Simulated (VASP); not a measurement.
Rh, 1 atom in the cell. The cell holds a sheet with vacuum, 1 atom: a = 2.430 Å, b = 2.430 Å, c = 23.800 Å, α = 90.00°, β = 90.00°, γ = 93.94°. The cell was built by a generator and needn't be a form met in nature.

```yaml
Program: VASP 6.6.1
Task: single point
Functional: PBEsol
Potentials_or_basis: VASP PAW PBE potentials, release 64 (Rh_pv)
Cutoff: 520 eV
k_mesh: 11 × 11 × 1
Occupations: fermi-dirac, width 0.05 eV
Spin: no spin polarisation
Hubbard_terms: Rh d U = 2 eV
Dipole_correction: yes
Further_INCAR_settings: ALGO = Normal; EDIFF = 1e-06
```

Potentials or basis: VASP PAW PBE potentials, release 64 (Rh_pv).

Command:

```sh
$ cat potpaw_PBE.64/Rh_pv/POTCAR > POTCAR
$ mpirun -np 1 vasp_std > vasp.out
```

Hardware: 1 thread of Intel(R) Xeon(R) Platinum 8488C (Sapphire Rapids), with other jobs on the host.

Q: How long does it take, and how much memory?

A: Run time: 48 s on 1 thread of Intel(R) Xeon(R) Platinum 8488C (Sapphire Rapids), on a shared host, peak memory 0.24 GiB. Counts: scf iterations 19, k points 36.
